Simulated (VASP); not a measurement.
Crystal: W.

```
W
1.0
     0.00000    2.03000    2.03000
     2.03000    0.00000    2.03000
     2.03000    2.03000    0.00000
W
1
Cartesian
  0.0000 0.0000 0.0000
```

This isn't the form of W at room conditions, which is bcc.

```yaml
Program: VASP 6.6.1
Task: relaxation of cell and atoms
Functional: LDA
Potentials_or_basis: VASP PAW LDA potentials, release 64 (W_sv)
Cutoff: 600 eV
k_mesh: 11 × 11 × 11
Occupations: fermi-dirac, width 0.05 eV
Spin: no spin polarisation
```

At the start: pressure -16.1 GPa; volume 16.73 Å³/atom.

**Question.** How do energy, volume and symmetry change on relaxing?

**Answer.** Over 5 steps the energy falls by 48.6 meV/atom and the volume is 15.81 Å³/atom (-5.5 %); space group Fm-3m (No. 225, to 0.05 Å).

Step by step:
```tsv
step	energy change (eV)	largest force (eV/Å)	pressure (GPa)	volume (Å³)
1	0.0000	0.0000	-16.14	16.73
2	0.6444	0.0000	91.15	12.97
3	-0.0477	0.0000	-2.38	15.93
4	-0.0486	0.0000	-0.27	15.83
5	-0.0486	0.0000	-0.04	15.81
```

Final structure:
```cif
data_structure
_symmetry_space_group_name_H-M 'P 1'
_symmetry_Int_Tables_number 1
_cell_length_a 2.8174
_cell_length_b 2.8174
_cell_length_c 2.8174
_cell_angle_alpha 60.000
_cell_angle_beta 60.000
_cell_angle_gamma 60.000
_cell_volume 15.81
loop_
_atom_site_label
_atom_site_type_symbol
_atom_site_fract_x
_atom_site_fract_y
_atom_site_fract_z
_atom_site_occupancy
W1 W 0.00000 0.00000 0.00000 1
```
